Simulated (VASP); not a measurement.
The system is ZnGa2O4.

```
Zn Ga O
1.0
     0.00000    4.17119    4.17119
     4.17119    0.00000    4.17119
     4.17119    4.17119    0.00000
Zn Ga O
2 4 8
Direct
  0.50000 0.50000 0.50000
  0.75000 0.75000 0.75000
  0.12500 0.12500 0.62500
  0.12500 0.62500 0.12500
  0.62500 0.12500 0.12500
  0.12500 0.12500 0.12500
  0.88651 0.34048 0.88651
  0.36349 0.36349 0.90952
  0.36349 0.36349 0.36349
  0.90952 0.36349 0.36349
  0.88651 0.88651 0.88651
  0.34048 0.88651 0.88651
  0.36349 0.90952 0.36349
  0.88651 0.88651 0.34048
```

The cell is a database's computed one.

```yaml
Program: VASP 6.6.1
Task: relaxation of cell and atoms
Functional: PBE
Potentials_or_basis: VASP PAW PBE potentials, release 64 (Zn, Ga_d, O)
Cutoff: 600 eV
k_mesh: 6 × 6 × 6
Occupations: gaussian, width 0.03 eV
Spin: no spin polarisation
```

At the start: pressure 8.0 GPa; volume 10.37 Å³/atom.

Question: Where does the relaxation end?

Answer: Over 4 steps the energy falls by 10.7 meV/atom and the volume is 10.82 Å³/atom (+4.4 %); space group Fd-3m (No. 227, to 0.05 Å).

The path:
```
step  energy change (eV)  largest force (eV/Å)  pressure (GPa)  volume (Å³)
   1              0.0000                0.1609            7.98       145.15
   2             -0.0528                0.3519           -5.38       156.27
   3             -0.1468                0.1404            0.11       151.16
   4             -0.1501                0.0060           -0.08       151.47
```

Final structure:
```
Zn Ga O
1.0
     0.00000    4.23091    4.23091
     4.23091    0.00000    4.23091
     4.23091    4.23091    0.00000
Zn Ga O
2 4 8
Direct
  0.50000 0.50000 0.50000
  0.75000 0.75000 0.75000
  0.12500 0.12500 0.62500
  0.12500 0.62500 0.12500
  0.62500 0.12500 0.12500
  0.12500 0.12500 0.12500
  0.88662 0.34014 0.88662
  0.36338 0.36338 0.90986
  0.36338 0.36338 0.36338
  0.90986 0.36338 0.36338
  0.88662 0.88662 0.88662
  0.34014 0.88662 0.88662
  0.36338 0.90986 0.36338
  0.88662 0.88662 0.34014
```
